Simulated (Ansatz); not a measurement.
How far is PAW off for ZrS₂?

```
Zr S
1.0
     3.63000    0.00000    0.00000
    -1.81500    3.14367    0.00000
     0.00000    0.00000    5.85000
Zr S
1 2
Direct
  0.00000 0.00000 0.00000
  0.33333 0.66667 0.24920
  0.66667 0.33333 0.75080
```

Atoms are numbered in the order listed.

The cell is COD entry 5910006, as deposited and not checked against the literature; nothing was relaxed.

Methods: DFT, PBE, PAW with Ansatz's default frozen-core files, scalar-relativistic (Ansatz 0.2.0); DFT, PBE, all-electron PAW with datasets made for the crystal, scalar-relativistic (Ansatz 0.2.0); DFT, PBE, all-electron LAPW, scalar-relativistic (Ansatz 0.2.0).

For PAW: a Γ-centred 10×10×5 k mesh, Fermi–Dirac smearing of 0.01 eV, cutoff 420 eV, no spin polarisation. The crystal-made all-electron datasets (AE datasets) take a cutoff of 240 eV at this cell. LAPW targets a basis error of 1 meV/atom. The Ansatz runs share mesh, smearing and spin set-up. Plane-wave (PAW) pressures include the program's estimate of the Pulay term.

Stress and pressure are positive in compression.

Spin–orbit coupling is left out, which moves gradients at and beside heavy atoms by some per cent and at worst by a factor of two.

Levels count from the top of the valence band.

```tsv
quantity	PAW	AE datasets	LAPW
pressure (GPa)	3.01	3.03	3.03
stress xx (GPa)	3.19	3.21	3.21
stress zz (GPa)	2.64	2.66	2.66
force on S2, z (eV/Å)	0.094	0.096	0.096
band gap (eV)	0.796	0.797	0.797
highest filled level at A (eV)	-0.269	-0.268	-0.269
lowest empty level at A (eV)	1.504	1.505	1.505
highest filled level at Γ (eV)	-0.013	-0.012	-0.012
lowest empty level at Γ (eV)	1.543	1.545	1.545
highest filled level at M (eV)	-1.272	-1.271	-1.271
lowest empty level at M (eV)	1.009	1.009	1.009
field gradient Vzz at Zr1 (10²¹ V/m²)	-1.34	-1.32	–
field gradient Vzz at S2 (10²¹ V/m²)	0.14	0.14	–
```

PAW's pressure differs from the LAPW value by -0.02 GPa.
